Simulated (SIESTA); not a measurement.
Crystal: C.

```
C
1.0
     2.52210    0.00000    0.00000
    -1.26105    2.18420    0.00000
     0.00000    0.00000    8.23710
C
8
Direct
  0.66667 0.33333 0.84375
  0.33333 0.66667 0.34375
  0.66667 0.33333 0.65625
  0.33333 0.66667 0.15625
  0.00000 0.00000 0.90625
  0.00000 0.00000 0.40625
  0.00000 0.00000 0.59375
  0.00000 0.00000 0.09375
```

This is a hexagonal form of diamond, not graphite.

Base run:

```yaml
Program: SIESTA 5.4.2
Functional: PBE
Potentials_or_basis: PseudoDojo 0.4 standard (PBE files)
Basis: SZ (energy shift 0.002 Ry)
Grid_cutoff: 500 Ry
Energy_shift: 0.002 Ry
k_mesh: 12 × 12 × 4
Occupations: fermi-dirac, width 0.05 eV
Spin: no spin polarisation
```

Its results: band gap on the k mesh 6.07 eV, direct; pressure 24.3 GPa; largest force 0.410 eV/Å.

Question: The run is repeated on the same cell with these changes: basis from SZ (energy shift 0.002 Ry) to TZDP (energy shift 0.002 Ry). What comes out?

Answer: Band gap on the k mesh 4.62 eV, indirect (least direct gap 5.26 eV); pressure 5.1 GPa; largest force 0.333 eV/Å.

Caveats: the basis of atomic orbitals isn't converged, which shifts pressures, moduli and gaps; the basis has no polarisation orbitals (some runs); so large a pressure means that the cell lies far from this level's equilibrium, or that cutoff or potentials fall short (some runs).
